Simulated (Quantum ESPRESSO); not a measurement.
# TiTe (P6_3/mmc) in Quantum ESPRESSO: a series of runs, part 2 of 2

Quantum ESPRESSO 7.5. The steps go on from the part before.

**3. Band structure, r2SCAN**

pw.in

```
&CONTROL
  calculation = 'scf'
  prefix = 'pwscf'
  outdir = './tmp'
  pseudo_dir = './pseudo'
  tprnfor = .true.
  tstress = .true.
  disk_io = 'low'
/
&SYSTEM
  ibrav = 0
  celldm(1) = 8
  nat = 4
  ntyp = 2
  ecutwfc = 70
  nbnd = 38
  input_dft = 'r2scan'
  occupations = 'smearing'
  smearing = 'fd'
  degauss = 0.00367493
  nosym = .true.
/
&ELECTRONS
  conv_thr = 1d-08
  electron_maxstep = 120
  mixing_beta = 0.5
/
ATOMIC_SPECIES
Te   127.6000 Te_ONCV_PBE-1.2.upf
Ti    47.8670 Ti_ONCV_PBE-1.2.upf
CELL_PARAMETERS alat
  0.9075409713515   0.0000000000000   0.0000000000000
 -0.4537704856758   0.7859535361562   0.0000000000000
  0.0000000000000   0.0000000000000   1.5124895469974
ATOMIC_POSITIONS crystal
Te     0.6666666667    0.3333333333    0.7500000000
Te     0.3333333333    0.6666666667    0.2500000000
Ti     0.0000000000    0.0000000000    0.5000000000
Ti     0.0000000000    0.0000000000    0.0000000000
K_POINTS automatic
6 6 3 0 0 0
```

bands.in

```
&CONTROL
  calculation = 'bands'
  prefix = 'pwscf'
  outdir = './tmp'
  pseudo_dir = './pseudo'
  disk_io = 'low'
  verbosity = 'high'
/
&SYSTEM
  ibrav = 0
  celldm(1) = 8
  nat = 4
  ntyp = 2
  ecutwfc = 70
  nbnd = 38
  input_dft = 'r2scan'
  occupations = 'smearing'
  smearing = 'fd'
  degauss = 0.00367493
  nosym = .true.
/
&ELECTRONS
  conv_thr = 1d-08
  electron_maxstep = 120
  mixing_beta = 0.5
  diago_full_acc = .true.
  startingwfc = 'random'
/
ATOMIC_SPECIES
Te   127.6000 Te_ONCV_PBE-1.2.upf
Ti    47.8670 Ti_ONCV_PBE-1.2.upf
CELL_PARAMETERS alat
  0.9075409713515   0.0000000000000   0.0000000000000
 -0.4537704856758   0.7859535361562   0.0000000000000
  0.0000000000000   0.0000000000000   1.5124895469974
ATOMIC_POSITIONS crystal
Te     0.6666666667    0.3333333333    0.7500000000
Te     0.3333333333    0.6666666667    0.2500000000
Ti     0.0000000000    0.0000000000    0.5000000000
Ti     0.0000000000    0.0000000000    0.0000000000
K_POINTS crystal
60
 0.0000000000  0.0000000000  0.0000000000 1
 0.0625000000  0.0000000000  0.0000000000 1
 0.1250000000  0.0000000000  0.0000000000 1
 0.1875000000  0.0000000000  0.0000000000 1
 0.2500000000  0.0000000000  0.0000000000 1
 0.3125000000  0.0000000000  0.0000000000 1
 0.3750000000  0.0000000000  0.0000000000 1
 0.4375000000  0.0000000000  0.0000000000 1
 0.5000000000  0.0000000000  0.0000000000 1
 0.4583333333  0.0833333333  0.0000000000 1
 0.4166666667  0.1666666667  0.0000000000 1
 0.3750000000  0.2500000000  0.0000000000 1
 0.3333333333  0.3333333333  0.0000000000 1
 0.2962962963  0.2962962963  0.0000000000 1
 0.2592592593  0.2592592593  0.0000000000 1
 0.2222222222  0.2222222222  0.0000000000 1
 0.1851851852  0.1851851852  0.0000000000 1
 0.1481481481  0.1481481481  0.0000000000 1
 0.1111111111  0.1111111111  0.0000000000 1
 0.0740740741  0.0740740741  0.0000000000 1
 0.0370370370  0.0370370370  0.0000000000 1
 0.0000000000  0.0000000000  0.0000000000 1
 0.0000000000  0.0000000000  0.1250000000 1
 0.0000000000  0.0000000000  0.2500000000 1
 0.0000000000  0.0000000000  0.3750000000 1
 0.0000000000  0.0000000000  0.5000000000 1
 0.0625000000  0.0000000000  0.5000000000 1
 0.1250000000  0.0000000000  0.5000000000 1
 0.1875000000  0.0000000000  0.5000000000 1
 0.2500000000  0.0000000000  0.5000000000 1
 0.3125000000  0.0000000000  0.5000000000 1
 0.3750000000  0.0000000000  0.5000000000 1
 0.4375000000  0.0000000000  0.5000000000 1
 0.5000000000  0.0000000000  0.5000000000 1
 0.4666666667  0.0666666667  0.5000000000 1
 0.4333333333  0.1333333333  0.5000000000 1
 0.4000000000  0.2000000000  0.5000000000 1
 0.3666666667  0.2666666667  0.5000000000 1
 0.3333333333  0.3333333333  0.5000000000 1
 0.3030303030  0.3030303030  0.5000000000 1
 0.2727272727  0.2727272727  0.5000000000 1
 0.2424242424  0.2424242424  0.5000000000 1
 0.2121212121  0.2121212121  0.5000000000 1
 0.1818181818  0.1818181818  0.5000000000 1
 0.1515151515  0.1515151515  0.5000000000 1
 0.1212121212  0.1212121212  0.5000000000 1
 0.0909090909  0.0909090909  0.5000000000 1
 0.0606060606  0.0606060606  0.5000000000 1
 0.0303030303  0.0303030303  0.5000000000 1
 0.0000000000  0.0000000000  0.5000000000 1
 0.5000000000  0.0000000000  0.5000000000 1
 0.5000000000  0.0000000000  0.3750000000 1
 0.5000000000  0.0000000000  0.2500000000 1
 0.5000000000  0.0000000000  0.1250000000 1
 0.5000000000  0.0000000000  0.0000000000 1
 0.3333333333  0.3333333333  0.0000000000 1
 0.3333333333  0.3333333333  0.1250000000 1
 0.3333333333  0.3333333333  0.2500000000 1
 0.3333333333  0.3333333333  0.3750000000 1
 0.3333333333  0.3333333333  0.5000000000 1
```

Potentials or basis: SG15 PBE 1.2.

Command:

```console
$ OMP_NUM_THREADS=1 mpirun -n 2 pw.x -nk 2 -in pw.in > pw.out
$ OMP_NUM_THREADS=1 mpirun -n 2 pw.x -nk 2 -in bands.in > bands.out
```

pw.out:

```text
This program is part of the open-source Quantum ESPRESSO suite
     for quantum simulation of materials; please cite
         "P. Giannozzi et al., J. Phys.:Condens. Matter 21 395502 (2009);
         "P. Giannozzi et al., J. Phys.:Condens. Matter 29 465901 (2017);
         "P. Giannozzi et al., J. Chem. Phys. 152 154105 (2020);
     in publications or presentations arising from this work. More details at

     IMPORTANT: XC functional enforced from input :
     Exchange-correlation= R2SCAN
                           (   0   0   0   0   0 497 498)
     Any further DFT definition will be discarded
     Please, verify this is what you really want

     K-points division:     npool     =       2
     Subspace diagonalization in iterative solution of the eigenvalue problem:
     a serial algorithm will be used

     G-vector sticks info
     --------------------
     sticks:   dense  smooth     PW     G-vecs:    dense   smooth      PW
     Sum        1027    1027    313                43823    43823    7403

     Using Slab Decomposition

     bravais-lattice index     =            0
     lattice parameter (alat)  =       8.0000  a.u.
     unit-cell volume          =     552.3641 (a.u.)^3
     number of atoms/cell      =            4
     number of atomic types    =            2
     number of electrons       =        56.00
     number of Kohn-Sham states=           38
     kinetic-energy cutoff     =      70.0000  Ry
     charge density cutoff     =     280.0000  Ry
     scf convergence threshold =      1.0E-08
     mixing beta               =       0.5000
     number of iterations used =            8  plain     mixing
     Exchange-correlation= R2SCAN
                           (   0   0   0   0   0 497 498)

     celldm(1)=   8.000000  celldm(2)=   0.000000  celldm(3)=   0.000000
     celldm(4)=   0.000000  celldm(5)=   0.000000  celldm(6)=   0.000000

     crystal axes: (cart. coord. in units of alat)
               a(1) = (   0.907541   0.000000   0.000000 )
               a(2) = (  -0.453770   0.785954   0.000000 )
               a(3) = (   0.000000   0.000000   1.512490 )

     reciprocal axes: (cart. coord. in units 2 pi/alat)
               b(1) = (  1.101879  0.636170 -0.000000 )
               b(2) = (  0.000000  1.272340  0.000000 )
               b(3) = (  0.000000 -0.000000  0.661162 )

     PseudoPot. # 1 for Te read from file:
     Te_ONCV_PBE-1.2.upf
     Pseudo is Norm-conserving, Zval = 16.0
     Generated using ONCVPSP code by D. R. Hamann
     Using radial grid of  602 points,  6 beta functions with:
                l(1) =   0
                l(2) =   0
                l(3) =   1
                l(4) =   1
                l(5) =   2
                l(6) =   2

     PseudoPot. # 2 for Ti read from file:
     Ti_ONCV_PBE-1.2.upf
     Pseudo is Norm-conserving, Zval = 12.0
     Generated using ONCVPSP code by D. R. Hamann
     Using radial grid of  602 points,  6 beta functions with:
                l(1) =   0
                l(2) =   0
                l(3) =   1
                l(4) =   1
                l(5) =   2
                l(6) =   2

     atomic species   valence    mass     pseudopotential
     Te               16.00   127.60000     Te( 1.00)
     Ti               12.00    47.86700     Ti( 1.00)

     No symmetry found

   Cartesian axes

     site n.     atom                  positions (alat units)
         1        Te     tau(   1) = (   0.4537705   0.2619845   1.1343672  )
         2        Te     tau(   2) = (  -0.0000000   0.5239690   0.3781224  )
         3        Ti     tau(   3) = (   0.0000000   0.0000000   0.7562448  )
         4        Ti     tau(   4) = (   0.0000000   0.0000000   0.0000000  )

     number of k points=    56  Fermi-Dirac smearing, width (Ry)=  0.0037
                       cart. coord. in units 2pi/alat
        k(    1) = (   0.0000000   0.0000000   0.0000000), wk =   0.0185185
        k(    2) = (   0.0000000   0.0000000   0.2203872), wk =   0.0370370
        k(    3) = (   0.0000000   0.2120566   0.0000000), wk =   0.0370370
        k(    4) = (   0.0000000   0.2120566   0.2203872), wk =   0.0370370
        k(    5) = (   0.0000000   0.2120566  -0.2203872), wk =   0.0370370
        k(    6) = (   0.0000000   0.4241133   0.0000000), wk =   0.0370370
[... 48 lines left out ...]
        k(   55) = (  -0.5509393  -0.9542549   0.0000000), wk =   0.0185185
        k(   56) = (  -0.5509393  -0.9542549   0.2203872), wk =   0.0370370

     Dense  grid:    43823 G-vectors     FFT dimensions: (  40,  40,  72)

     WARNING: libxc functional with ID  497 depends
      on external parameters: check the user_guide of
      QE if you need to modify them or to check their
      default values.

     WARNING: libxc functional with ID  498 depends
      on external parameters: check the user_guide of
      QE if you need to modify them or to check their
      default values.

     Initial potential from superposition of free atoms

     starting charge      55.7029, renormalised to      56.0000
     Starting wfcs are random

     Self-consistent Calculation

     iteration #  1     ecut=    70.00 Ry     beta= 0.50
     Davidson diagonalization with overlap
     ethr =  1.00E-02,  avg # of iterations = 11.8

     total energy              =    -578.57632060 Ry
     estimated scf accuracy    <     110.26342092 Ry

     iteration #  2     ecut=    70.00 Ry     beta= 0.50
     Davidson diagonalization with overlap
     ethr =  1.00E-02,  avg # of iterations =  1.0
[... 78 lines left out ...]
     total energy              =    -578.85055422 Ry
     estimated scf accuracy    <       0.00000002 Ry

     iteration # 14     ecut=    70.00 Ry     beta= 0.50
     Davidson diagonalization with overlap
     ethr =  3.95E-11,  avg # of iterations =  1.0

     End of self-consistent calculation

          k = 0.0000 0.0000 0.0000 (  5493 PWs)   bands (ev):

   -44.7665 -44.7524 -22.0124 -22.0124 -22.0028 -22.0028 -21.9907 -21.9907
   -21.9749 -21.9749 -21.9693 -21.9691 -19.8913 -19.8901 -19.8901 -19.8709
   -19.8709 -19.7232   0.5514   2.3260   7.9208  11.4663  11.4663  13.8460
    14.0715  14.2878  14.2878  15.0387  15.0387  15.2006  15.2006  16.6295
    16.6295  18.0021  18.8101  19.7443  19.7443  20.2490

          k = 0.0000 0.0000 0.2204 (  5492 PWs)   bands (ev):
[... 385 lines left out ...]
   -44.7606 -44.7538 -22.0224 -22.0163 -22.0090 -22.0082 -21.9814 -21.9758
   -21.9705 -21.9679 -21.9619 -21.9607 -19.9389 -19.9226 -19.9069 -19.8865
   -19.8219 -19.7403   2.3043   2.4916   8.7488   9.1314  10.6573  11.1028
    11.1654  11.4548  14.8323  15.2935  16.0324  16.4761  16.5174  16.7914
    17.0428  17.6533  18.3849  18.8615  19.9702  21.1019

          k =-0.5509-0.1060-0.2204 (  5462 PWs)   bands (ev):

   -44.7606 -44.7538 -22.0224 -22.0163 -22.0090 -22.0082 -21.9814 -21.9758
   -21.9705 -21.9679 -21.9619 -21.9607 -19.9389 -19.9226 -19.9069 -19.8865
   -19.8219 -19.7403   2.3043   2.4916   8.7488   9.1314  10.6573  11.1028
    11.1654  11.4548  14.8323  15.2935  16.0324  16.4761  16.5174  16.7914
    17.0428  17.6533  18.3849  18.8615  19.9702  21.1019

          k =-0.5509 0.1060 0.0000 (  5458 PWs)   bands (ev):

   -44.7640 -44.7504 -22.0276 -22.0176 -22.0044 -22.0004 -21.9872 -21.9749
   -21.9716 -21.9668 -21.9629 -21.9604 -19.9472 -19.9196 -19.9121 -19.8762
   -19.8623 -19.6991   2.2063   2.5793   8.7490   9.8420  10.1674  10.7530
    11.1100  11.3441  14.6681  15.7878  16.1944  16.2679  16.4175  16.6925
    17.1224  17.8771  18.4509  18.5202  19.7600  21.9015

          k =-0.5509 0.1060 0.2204 (  5462 PWs)   bands (ev):

   -44.7606 -44.7538 -22.0224 -22.0163 -22.0090 -22.0082 -21.9814 -21.9758
   -21.9705 -21.9679 -21.9619 -21.9607 -19.9389 -19.9226 -19.9069 -19.8865
   -19.8219 -19.7403   2.3043   2.4916   8.7488   9.1314  10.6573  11.1028
    11.1654  11.4548  14.8323  15.2935  16.0324  16.4761  16.5174  16.7914
    17.0428  17.6533  18.3849  18.8615  19.9702  21.1019

          k =-0.5509 0.1060-0.2204 (  5462 PWs)   bands (ev):

   -44.7606 -44.7538 -22.0224 -22.0163 -22.0090 -22.0082 -21.9814 -21.9758
   -21.9705 -21.9679 -21.9619 -21.9607 -19.9389 -19.9226 -19.9069 -19.8865
   -19.8219 -19.7403   2.3043   2.4916   8.7488   9.1314  10.6573  11.1028
    11.1654  11.4548  14.8323  15.2935  16.0324  16.4761  16.5174  16.7914
    17.0428  17.6533  18.3849  18.8615  19.9702  21.1019

          k =-0.5509-0.9543 0.0000 (  5466 PWs)   bands (ev):

   -44.7640 -44.7504 -22.0308 -22.0208 -22.0022 -21.9959 -21.9898 -21.9765
   -21.9711 -21.9641 -21.9634 -21.9589 -19.9543 -19.9218 -19.9125 -19.8672
   -19.8623 -19.6987   2.3919   2.4012   8.2558   9.8388  10.5704  10.6411
    11.3734  12.0869  13.6430  15.5708  16.2405  16.3602  16.4888  16.7849
    17.1056  17.9410  18.7878  19.2828  19.7776  21.1716

          k =-0.5509-0.9543 0.2204 (  5458 PWs)   bands (ev):

   -44.7606 -44.7538 -22.0226 -22.0183 -22.0101 -22.0054 -21.9834 -21.9776
   -21.9687 -21.9655 -21.9620 -21.9601 -19.9461 -19.9299 -19.9010 -19.8784
   -19.8219 -19.7400   2.4079   2.4135   8.3006   8.8901  11.0355  11.3504
    11.5320  11.8850  14.1516  15.1607  16.4372  16.5295  16.6109  16.9152
    16.9204  18.2226  18.2255  18.2487  19.1408  19.9141

     the Fermi energy is    15.6129 ev

!    total energy              =    -578.85055422 Ry
     estimated scf accuracy    <          5.1E-10 Ry
     smearing contrib. (-TS)   =      -0.00155744 Ry
     internal energy E=F+TS    =    -578.84899678 Ry

     The total energy is F=E-TS. E is the sum of the following terms:
     one-electron contribution =    -200.14824555 Ry
     hartree contribution      =     120.19448743 Ry
     xc contribution           =     -64.59698465 Ry
     ewald contribution        =    -434.29825401 Ry

     convergence has been achieved in  14 iterations

     Forces acting on atoms (cartesian axes, Ry/au):

     atom    1 type  1   force =     0.00000024    0.00000007   -0.00000703
     atom    2 type  1   force =    -0.00000023    0.00000000    0.00000695
     atom    3 type  2   force =    -0.00000002   -0.00000001    0.00000050
     atom    4 type  2   force =     0.00000001   -0.00000006   -0.00000042

     Total force =     0.000010     Total SCF correction =     0.000049
     SCF correction compared to forces is large: reduce conv_thr to get better values

     Computing stress (Cartesian axis) and pressure

          total   stress  (Ry/bohr**3)                   (kbar)     P=       67.09
   0.00035905   0.00000000   0.00000000           52.82        0.00        0.00
   0.00000000   0.00035905  -0.00000000            0.00       52.82       -0.00
   0.00000000  -0.00000000   0.00065005            0.00       -0.00       95.63

=------------------------------------------------------------------------------=
   JOB DONE.
=------------------------------------------------------------------------------=
```

Wall time 3.9 min (2 MPI ranks of AMD EPYC 9R45 (Zen 5), shared host); peak memory 0.4 GiB.

What came out:

| Item | Value |
| --- | --- |
| Free energy | -7875.6630 eV |
| Pressure | 6.7 GPa |
| Band gap on the k mesh | none (metal or under the smearing width) |

Levels at the corners of the path, in eV from the Fermi level:
```csv
point,band 25,band 26,band 27,band 28,band 29,band 30,band 31,band 32
Γ,-1.54,-1.33,-1.33,-0.57,-0.57,-0.41,-0.41,1.02
M,-4.24,-3.53,-1.97,-0.04,0.63,0.75,0.88,1.17
K,-4.84,-4.54,-0.17,0.46,0.46,0.47,0.47,0.98
Γ,-1.54,-1.33,-1.33,-0.57,-0.57,-0.41,-0.41,1.02
A,-3.28,-3.28,-0.04,-0.04,-0.04,-0.04,0.23,0.23
L,-3.91,-3.91,-0.94,-0.94,0.90,0.90,1.13,1.13
H,-4.22,-4.22,-0.26,-0.26,0.47,0.47,1.29,1.29
A,-3.28,-3.28,-0.04,-0.04,-0.04,-0.04,0.23,0.23
L,-3.91,-3.91,-0.94,-0.94,0.90,0.90,1.13,1.13
M,-4.24,-3.53,-1.97,-0.04,0.63,0.75,0.88,1.17
K,-4.84,-4.54,-0.17,0.46,0.46,0.47,0.47,0.98
H,-4.22,-4.22,-0.26,-0.26,0.47,0.47,1.29,1.29
```

Caveat: the k mesh is coarse; the potentials were made for another functional, which shifts forces and pressure; some levels on the path didn't converge; spin-orbit coupling is left out, which moves the levels of the heavy elements.
